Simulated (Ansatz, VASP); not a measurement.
Two plane-wave programs on SiC

File INCAR:

```
SYSTEM = SiC
PREC = Accurate
ENCUT = 520
EDIFF = 1E-6
ISMEAR = 0
SIGMA = 0.05
LREAL = .False.
LASPH = .True.
NELM = 80
ALGO = Normal
ISIF = 2
LWAVE = .False.
LCHARG = .False.
GGA = PE
NBANDS = 11
```

KPOINTS

```
Automatic mesh
0
Gamma
  12 12 12
  0 0 0
```

POSCAR

```
SiC
1.0
    0.0000000000      2.1990330630      2.1990330630
    2.1990330630      0.0000000000      2.1990330630
    2.1227999168      2.1227999168      0.0762331462
Si C
1 1
Direct
    0.0000000000      0.0000000000      0.0000000000
    0.7500000000      0.7500000000      0.7500000000
```

Input for Ansatz:

```yaml
crystal:
  lattice:
    - [0.0, 2.199033063, 2.199033063]
    - [2.199033063, 0.0, 2.199033063]
    - [2.1227999168, 2.1227999168, 0.0762331462]
  atoms:
    - { symbol: Si, position: [0.0, 0.0, 0.0] }
    - { symbol: C, position: [0.75, 0.75, 0.75] }
basis:
  ecutwfc: 520.0
kpoints:
  mp_grid: { grid: [12, 12, 12] }
hamiltonian:
  xc: pbe
  pseudopotentials: { kind: paw, azcp: { folder: soft_1 } }
scf:
  occupations: { method: gaussian, width: 0.05 }
output:
  forces: true
  stress: true
  eigenvalues: true
```

Alike in both runs: task single point; functional PBE; k mesh 12 × 12 × 12; occupations gaussian, width 0.05 eV; no spin polarisation.

```csv
,VASP,Ansatz
version,VASP 6.6.1,Ansatz 0.2.0
potentials or method,"VASP PAW PBE potentials, release 64 (Si, C)","scalar-relativistic, plane waves, PAW"
plane-wave cutoff (eV),520,520
valence electrons in the cell,8,8
```

|  | VASP | Ansatz | Ansatz less VASP |
| --- | --- | --- | --- |
| gap on the k mesh at the Fermi level (eV) | 1.10 | 1.11 | +0.006 |
| least direct gap on the mesh (eV) | 4.20 | 4.22 | +0.011 |
| pressure (GPa) | 10.3 | 10.4 | +0.07 |
| largest component of the traceless stress (GPa) | 10.93 | 10.89 | -0.032 |
| rms of the force components (eV/Å) | 0.441 | 0.442 | +0.0011 |

Atom by atom the forces differ by 0.001 eV/Å (rms over components).

A k mesh can miss the band edges.
